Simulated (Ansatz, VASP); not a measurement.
This is a calculation of SiMo3 for VASP 6.6.1.

File INCAR:

```
SYSTEM = SiMo3
  PREC = Accurate
  ENCUT = 520
  EDIFF = 1E-7
  ISMEAR = -1
  SIGMA = 0.05
  LREAL = .False.
  LASPH = .True.
  NELM = 60
  ALGO = Normal
  ISIF = 2
  LWAVE = .False.
  LCHARG = .False.
  GGA = PS
  NBANDS = 56
  KPAR = 2
```

Contents of KPOINTS:

```
regular mesh
0
Gamma
  6 6 6
  0 0 0
```

POSCAR

```
SiMo3
1.0
    4.8229243326      0.0000000000      0.0000000000
    0.0000000000      4.8229243326      0.0000000000
    0.0000000000      0.0000000000      4.8229243326
Mo Si
6 2
Direct
    0.0000000000      0.5000000000      0.2500000000
    0.0000000000      0.5000000000      0.7500000000
    0.5000000000      0.2500000000      0.0000000000
    0.7500000000      0.0000000000      0.5000000000
    0.5000000000      0.7500000000      0.0000000000
    0.2500000000      0.0000000000      0.5000000000
    0.5000000000      0.5000000000      0.5000000000
    0.0000000000      0.0000000000      0.0000000000
```

Potentials or basis: VASP PAW PBE potentials, release 64 (Mo_sv, Si).

Command:

```console
$ cat potpaw_PBE.64/Mo_sv/POTCAR potpaw_PBE.64/Si/POTCAR > POTCAR
$ mpirun -np 2 vasp_std > vasp.out
```

Task: Set up the same calculation for Ansatz 0.2.0. Potentials there: Ansatz PAW.

Result: As run (the cutoff follows the program's own potentials):

The input input.yaml:

```yaml
crystal:
  lattice:
    - [4.8229243326, 0.0, 0.0]
    - [0.0, 4.8229243326, 0.0]
    - [0.0, 0.0, 4.8229243326]
  atoms:
    - { symbol: Mo, position: [0.0, 0.5, 0.25] }
    - { symbol: Mo, position: [0.0, 0.5, 0.75] }
    - { symbol: Mo, position: [0.5, 0.25, 0.0] }
    - { symbol: Mo, position: [0.75, 0.0, 0.5] }
    - { symbol: Mo, position: [0.5, 0.75, 0.0] }
    - { symbol: Mo, position: [0.25, 0.0, 0.5] }
    - { symbol: Si, position: [0.5, 0.5, 0.5] }
    - { symbol: Si, position: [0.0, 0.0, 0.0] }
hamiltonian:
  xc: pbesol
  pseudopotentials: { kind: paw }
kpoints:
  mp_grid: { grid: [6, 6, 6] }
scf:
  occupations: { method: fermi_dirac, width: 0.05 }
output:
  forces: true
  stress: true
  eigenvalues: true
```

Potentials or basis: Ansatz PAW.

Run with:

```sh
$ ansatz run input.yaml --threads 4 --pin off --max-ram 11264MiB --backend cpu --events-out ev --progress --plain --runs-dir out
```

Both were run:

|  | VASP | Ansatz | Ansatz less VASP |
| --- | --- | --- | --- |
| gap on the k mesh at the Fermi level (eV) | none | none | - |
| pressure (GPa) | 7.4 | 6.7 | -0.68 |

A gap of «none» marks a metal or a gap that the smearing closes. The functional is the same, so the differences come from potentials, cutoffs and numerics.

Caveats: the PAW data sets were made with another functional, which shifts forces and pressure a little (VASP); the PAW data sets come from PBE, with cores solved anew for the run's functional, which leaves a small shift of forces and pressure (Ansatz).
